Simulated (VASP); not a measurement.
## VASP 6.6.1 run: GaN

INCAR

```
SIGMA = 0.02
LREAL = .TRUE.
ENCUT = 520
PREC = Accurate
ISMEAR = -1
NBANDS = 16
LWAVE = .FALSE.
ISIF = 2
LASPH = .TRUE.
LCHARG = .FALSE.
GGA = PE
IBRION = -1
NELM = 120
EDIFF = 1E-7
NSW = 0
```

KPOINTS

```
KPOINTS created by Atomic Simulation Environment
0
Gamma
10 10 10
0 0 0
```

POSCAR

```
Ga N
 1.0000000000000000
     0.0000000000000000    2.1928558436999999    2.0342577100999999
     2.1928558436999999    0.0000000000000000    2.0342577100999999
     2.1928558436999999    2.1928558436999999    0.0000000000000000
 Ga  N
   1   1
Cartesian
  0.0000000000000000  0.0000000000000000  0.0000000000000000
  2.1928558436999999  2.1928558436999999  2.0342577101000003
```

The recommended PBE PAW datasets give the neutral cell 18 valence electrons.

Command

```
mpirun -np 1 vasp_std
```

How does this run end, and what does it give?

It converged. Results: gap between bands v and c on the k mesh 0.03 eV; least direct gap on the k mesh 2.13 eV; pressure -4.6 GPa. Band v is the last that the valence electrons fill when counted band by band, and c is the next.

OSZICAR

```
N       E                     dE             d eps       ncg     rms          rms(c)
DAV:   1     0.729595860583E+02    0.72960E+02   -0.92152E+03  3784   0.211E+03
DAV:   2    -0.857533517450E+01   -0.81535E+02   -0.76234E+02  3744   0.316E+02
DAV:   3    -0.129970381571E+02   -0.44217E+01   -0.44051E+01  3752   0.632E+01
DAV:   4    -0.130354029107E+02   -0.38365E-01   -0.38362E-01  4136   0.622E+00
DAV:   5    -0.130358675700E+02   -0.46466E-03   -0.46466E-03  3952   0.624E-01    0.728E+00
DAV:   6    -0.112398151467E+02    0.17961E+01   -0.45028E+00  4704   0.392E+01    0.223E+00
DAV:   7    -0.112312475274E+02    0.85676E-02   -0.22893E-01  3848   0.540E+00    0.146E+00
DAV:   8    -0.112178382533E+02    0.13409E-01   -0.38417E-02  3688   0.228E+00    0.533E-01
DAV:   9    -0.112156534143E+02    0.21848E-02   -0.73197E-03  4024   0.183E+00    0.125E-01
DAV:  10    -0.112157022523E+02   -0.48838E-04   -0.70283E-04  3976   0.332E-01    0.341E-02
DAV:  11    -0.112156889119E+02    0.13340E-04   -0.65624E-05  4528   0.109E-01    0.883E-03
DAV:  12    -0.112156906561E+02   -0.17442E-05   -0.50382E-06  4176   0.407E-02    0.397E-03
DAV:  13    -0.112156905855E+02    0.70569E-07   -0.48059E-07  3856   0.625E-03
   1 F= -.11215691E+02 E0= -.11215607E+02  d E =-.166591E-03
```

Standard output (part)

```
POSCAR found type information on POSCAR GaN
 POSCAR found :  2 types and       2 ions
|     You have a (more or less) 'small supercell' and for smaller cells       |
|     it is recommended to use the reciprocal-space projection scheme!        |
|     The real-space optimization is not efficient for small cells and it     |
|     is also less accurate ...                                               |
|     Therefore, set LREAL=.FALSE. in the INCAR file.                         |
|     The real-space projection scheme for the treatment of the non-local     |
|     real-space optimization of all non-local projectors! BE WARNED that     |
|     a calculation using the real-space projection scheme together with      |
|     non-local projectors which were not real-space optimized (according     |
|     to the plane-wave cutoff used in this calculation) might give more      |
|     or less inaccurate results. I hope you know what you are doing.         |
 LDA part: xc-table for (Slater+PW92), standard interpolation
 POSCAR, INCAR and KPOINTS ok, starting setup
 WAVECAR not read
 entering main loop
```

These settings aren't sound, so the numbers aren't properties of the crystal.

On sound settings PBE gives a gap of 0.03 eV on its mesh and a pressure of 1.3 GPa for the intended cell.
